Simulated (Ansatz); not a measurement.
**InAs (F-43m), stationary points along a deformation path**

Theory: DFT PBEsol, scalar-relativistic, plane waves, PAW in Ansatz 0.2.0. The runs took a 420 eV cutoff, a Γ-centred 16×16×16 mesh and Gaussian smearing (0.15 eV). No spin polarisation. Energies are free energies at this smearing, counted from the undisturbed cell; pressure is positive in compression.

Reference structure (as given, not relaxed at this level; it stands at 1.1 GPa):

```
CELL_PARAMETERS angstrom
0.00000 3.02400 3.02400
3.02400 0.00000 3.02400
3.02400 3.02400 0.00000
ATOMIC_POSITIONS crystal
In 0.00000 0.00000 0.00000
As 0.75000 0.75000 0.75000
```

At fixed volume and fractional coordinates, lengths along (0.000, 0.000, 1.000) are scaled against those across it; ρ is that ratio over its starting value. V = 27.653 Å³/atom. Δσ is the stress along the axis less the mean stress across it (compression positive).

```csv
ρ,ΔE (meV/atom),Δσ (GPa),space group
0.650,198.2,5.83,I-4m2
0.707,143.2,5.51,I-4m2
0.780,84.1,4.86,I-4m2
0.850,40.7,3.83,I-4m2
0.920,12.1,2.36,I-4m2
0.960,3.1,1.27,I-4m2
1.000,0.0,0.00,F-43m
1.050,5.0,-1.84,I-4m2
1.100,20.3,-3.93,I-4m2
1.200,82.2,-8.54,I-4m2
1.300,180.2,-12.50,I-4m2
1.414,311.5,-14.08,I-4m2
1.500,402.4,-12.30,I-4m2
```

**Question.** How does the stress give the slope of the energy, and where is the energy stationary?

**Answer.** Along the path d ln(length) is 2/3 d ln ρ on the axis and −1/3 d ln ρ across it, so dE/d ln ρ = −(2/3) V Δσ: the energy falls with ρ where Δσ is positive. Δσ vanishes or changes sign at ρ = 1.000 (F-43m), a minimum at 0.0 meV/atom. Pairs of stationary points between two samples would go unseen, and could change a minimum read from distant neighbours into a maximum. At ρ = 1.000 the cell is cubic, where symmetry alone makes the stress isotropic and the slope zero.

**Question.** Which shear constant sets the curvature at ρ = 1?

**Answer.** For a cubic crystal E/V = (2/3) C (ln ρ)² with C = C′ = (C11 − C12)/2, so Δσ = −2C ln ρ. The parabola of Δσ against ln ρ through ρ = 0.960, 1 and 1.050 gives C ≈ 17.1 GPa with the ions clamped, rough because the steps are large. It is the stress–strain coefficient at this cell's pressure of 1.1 GPa, not the zero-pressure constant.

**Question.** Integrate that slope from ρ = 1 to 0.850 by the trapezoid rule.

**Answer.** With V/N in Å³ and 1 eV/Å³ = 160.2 GPa the slopes at ρ = 1.000, 0.960, 0.920, 0.850 are 0, -146, -272, -441 meV/atom per unit of ln ρ. The steps add 3.0 + 8.9 + 28.2 = 40.1 meV/atom, against 40.7 from the energies; the trapezoid rule misses the curvature of the slope within each step.

The gap closes along the scan, which can put kinks into the curve.